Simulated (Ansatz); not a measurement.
# BAs (F-43m): equation of state and elastic constants

One table from this session's results is given with a row withheld; the runs are named, their logs left out.

Program: Ansatz 0.2.0. Level of theory: DFT PBEsol, scalar-relativistic, plane waves, PAW. These are calculated values, not measurements.

### The system as given

The structure is cubic, space group F-43m (No. 216). Conventional cell: a = 4.768 Å, b = 4.768 Å, c = 4.768 Å, α = 90.00°, β = 90.00°, γ = 90.00°. B (site symmetry -43m) is surrounded by 4 As at 2.06 Å. As (site symmetry -43m) has 4 B at 2.06 Å as nearest neighbours.

Structure file:

```cif
data_structure
_symmetry_space_group_name_H-M 'P 1'
_symmetry_Int_Tables_number 1
_cell_length_a 3.3714
_cell_length_b 3.3714
_cell_length_c 3.3714
_cell_angle_alpha 60.000
_cell_angle_beta 60.000
_cell_angle_gamma 60.000
_cell_volume 27.10
loop_
_atom_site_label
_atom_site_type_symbol
_atom_site_fract_x
_atom_site_fract_y
_atom_site_fract_z
_atom_site_occupancy
B1 B 0.00000 0.00000 0.00000 1
As1 As 0.75000 0.75000 0.75000 1
```

This cell comes from an earlier session at PBEsol: 13.548 Å³/atom at 0.00 GPa, on a 12×12×12 mesh.

Volume factors to run: 0.980, 1.020, 0.960, 1.040.

Set-up of the first run:

input.yaml

```yaml
crystal:
  lattice:
    - [0.0, 2.3679416815, 2.3679416815]
    - [2.3679416815, 0.0, 2.3679416815]
    - [2.3679416815, 2.3679416815, 0.0]
  atoms:
    - { symbol: B, position: [0.0, 0.0, 0.0] }
    - { symbol: As, position: [0.75, 0.75, 0.75] }
basis:
  ecutwfc: 420
  ecutrho_ratio: 4
kpoints:
  mp_grid: { grid: [12, 12, 12] }
hamiltonian:
  xc: pbesol
scf:
  occupations: { method: gaussian, width: 0.05 }
output:
  forces: true
  stress: true
  eigenvalues: true
```

Among the steps run: Scaling the volume by 0.980; At 1.020 of the relaxed volume; Scaling the volume by 0.960; Scaling the volume by 1.040.

One table of the session follows, with a row left open; its other results are not shown here.

```
volume (Å³/atom)  energy (meV/atom)  pressure (GPa)  gap (eV)
          13.006              10.17            6.23      1.04
          13.277                  ?               ?         ?
          13.548               0.00            0.00      1.09
          13.819               2.30           -2.67      1.11
          14.090               8.89           -5.08      1.12
```

Q: Estimate the row for volume (Å³/atom) = 13.277 from the others.

Worked estimate for «energy (meV/atom)». A straight line through the neighbours (13.006, 10.17) and (13.548, 0.00) gives 10.17 + (0.00 − 10.17) × (13.277 − 13.006) / (13.548 − 13.006) = 5.09; a parabola fitted to 3 rows on both sides gives 2.62.

The run gave: energy (meV/atom): 2.46; pressure (GPa): 2.96; gap (eV): 1.06. In «energy (meV/atom)» the line misses by +2.63 and the parabola by +0.16.

volume (Å³/atom), energy (meV/atom) and a bar:
```
    13.01       10.2 ##############################
    13.28        2.5 #######
    13.55        0.0 
    13.82        2.3 #######
    14.09        8.9 ##########################
```
